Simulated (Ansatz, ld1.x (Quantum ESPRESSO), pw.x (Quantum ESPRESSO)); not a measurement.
# Equation-of-state test of one PAW potential (Ga)

gallium (Ga), PAW, made with ld1.x (Quantum ESPRESSO) 7.5 (PBE, scalar-relativistic). Core [Ar] 3d10, reference 4s2 4p1. Waves: 4s (bound): rcut 1.35, rcutus 1.85 bohr; 4s channel at 2.1 Ry: rcut 1.35, rcutus 1.85 bohr; 4p (bound): rcut 2.75, rcutus 3.25 bohr; 4p channel at 0.2 Ry: rcut 2.75, rcutus 3.25 bohr; 4d channel at -0.1 Ry: rcut 2.20, rcutus 2.55 bohr; 4d channel at 1.15 Ry: rcut 2.20, rcutus 2.55 bohr. Local part: all-electron potential smoothed inside 2.10 bohr (lloc = -1). Core correction: Bessel-smoothed model core inside 1.15 bohr. Augmentation charge: PSQ, inside the norm-conserving radii.

Crystal test: bcc Ga in pw.x 7.5, no spin, 14³ k-points, Fermi–Dirac smearing 0.01 Ry, cutoffs 40/320 Ry. The reference is all-electron LAPW (Ansatz 0.2.0) with the same functional, mesh and smearing; V0 and B0 come from Birch–Murnaghan fits to the pressures at five volumes. Errors are pseudo minus all-electron; Δ is the rms difference of the E(V) curves that follow from these fits, minima aligned, over ±6 % about the mean V0. Mesh and smearing are coarse, so the numbers serve the comparison and aren't converged zero-temperature values; the lattice is a test structure that the element need not adopt.

All-electron: a0 = 3.373 Å (V0 = 19.18 Å³/atom), B0 = 46.6 GPa.

Problem. How far does the potential miss the all-electron equation of state?

Solution. mean pressure error (GPa): -1.97. The pressure does not cross zero within the volumes sampled, so no fit is given. The largest radius (3.25 bohr) exceeds half the bond length (2.77 bohr), so the spheres overlap, which is one possible source of error among others. This is a poor potential for the solid. Note: ghost state, extra bound levels that the all-electron valence spectrum of the same l lacks: d at -5.2 eV. A true bound ghost makes a file unfit for plane-wave use. Atomic configuration tests: test run stopped at test 4 of 7 (negative rho).

```
V (Å³/atom)  P all-electron (GPa)  P pseudo (GPa)
     18.452                  2.00           -0.36
     18.937                  0.61           -1.52
     19.423                 -0.57           -2.51
     19.909                 -1.57           -3.35
     20.394                 -2.44           -4.06
```

Problem. At the middle volume, how do free energy and pressure move when the wave cutoff is lowered (ecutrho held at 320 Ry)?

Solution.

| cutoff (Ry) | shift of F (meV/atom) | shift of P (GPa) |
| --- | --- | --- |
| 18 | +140.1 | -2.22 |
| 24 | +12.8 | -0.81 |
| 32 | +0.3 | -0.00 |

The 8 pw.x runs together took about 71 s on one core of a shared server CPU.
